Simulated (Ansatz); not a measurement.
Runs of Ansatz 0.2.0 on HgTe (Coloradoite). It takes space group F-43m (No. 216, cubic). The conventional cell has a = 6.429 Å, b = 6.429 Å, c = 6.429 Å, α = 90.00°, β = 90.00°, γ = 90.00°. Around Hg (site symmetry -43m) lie 4 Te at 2.78 Å. Te (site symmetry -43m) has 4 Hg at 2.78 Å as nearest neighbours. 

```tsv
task	level	potentials or basis	cell	k mesh	cutoff (eV)	smearing	phonons	basis error allowed	mesh quality	gap on the mesh (eV)	pressure (GPa)
single point	PBE	all-electron LAPW, scalar-relativistic	as given	5 × 5 × 5	223	fermi-dirac 0.04 eV	-	0.004 eV/atom	coarse	none	4.7
phonons	PBEsol	all-electron PAW datasets made for the crystal	as given	7 × 7 × 7	270	fermi-dirac 0.05 eV	method dfpt	-	not flagged	none	-
phonons	PBE	all-electron LAPW, scalar-relativistic	as given	5 × 5 × 5	282	fermi-dirac 0.05 eV	-	0.001 eV/atom	coarse	none	-
elastic constants	LDA	all-electron LAPW, scalar-relativistic	as given	5 × 5 × 5	282	fermi-dirac 0.05 eV	-	0.001 eV/atom	coarse	none	(a)
phonons	PBE	all-electron LAPW, scalar-relativistic	as given	7 × 7 × 7	261	fermi-dirac 0.05 eV	-	0.002 eV/atom	not flagged	none	-
single point	PBE	all-electron LAPW, scalar-relativistic	as given	4 × 4 × 4	242	fermi-dirac 0.04 eV	-	0.002 eV/atom	coarse	none	5.0
band structure	PBE	all-electron LAPW, scalar-relativistic	as given	7 × 7 × 7	262	fermi-dirac 0.05 eV	-	0.001 eV/atom	not flagged	-	4.6
single point	PBE	all-electron LAPW, scalar-relativistic	as given	7 × 7 × 7	262	gaussian 0.018 eV	-	0.001 eV/atom	not flagged	none	4.6
relaxation of cell and atoms	RPBE+D3(BJ)	all-electron LAPW, scalar-relativistic	relaxed	7 × 7 × 7	-	fermi-dirac 0.05 eV	-	0.001 eV/atom	not flagged	-	0.0
single point	PBE	all-electron LAPW, scalar-relativistic	as given	7 × 7 × 7	262	gaussian 0.02 eV	-	0.001 eV/atom	not flagged	none	4.6
elastic constants	PBE	all-electron LAPW, scalar-relativistic	as given	5 × 5 × 5	261	fermi-dirac 0.05 eV	-	0.002 eV/atom	coarse	none	4.7
elastic constants	PBE	all-electron LAPW, scalar-relativistic	as given	5 × 5 × 5	282	fermi-dirac 0.05 eV	-	0.001 eV/atom	coarse	none	4.7
```

Alike in all rows: no spin polarisation.

**Question.** Estimate the missing entries.

**Answer.** (a) 0.3.

Caveats: some runs use coarse meshes; the k mesh is thin for a metal, which can move the energy by tens of meV per atom (some runs); a metal's response needs a denser mesh (some runs); elastic constants of metals need much finer meshes, so these are rough (some runs); the cell is more than 3 GPa from zero pressure, which shifts response properties (some runs); the program warned that the printed levels may be off, so bands, gaps and densities of states are rough (some runs); spin-orbit coupling is left out, which moves the levels of the heavy elements (some runs).

A k mesh can miss the band edges, and the runs leave out spin-orbit coupling on Hg, Te.

A gap of «none» marks a metal or a gap under the smearing width.

The runs don't all hold the same shells in valence.
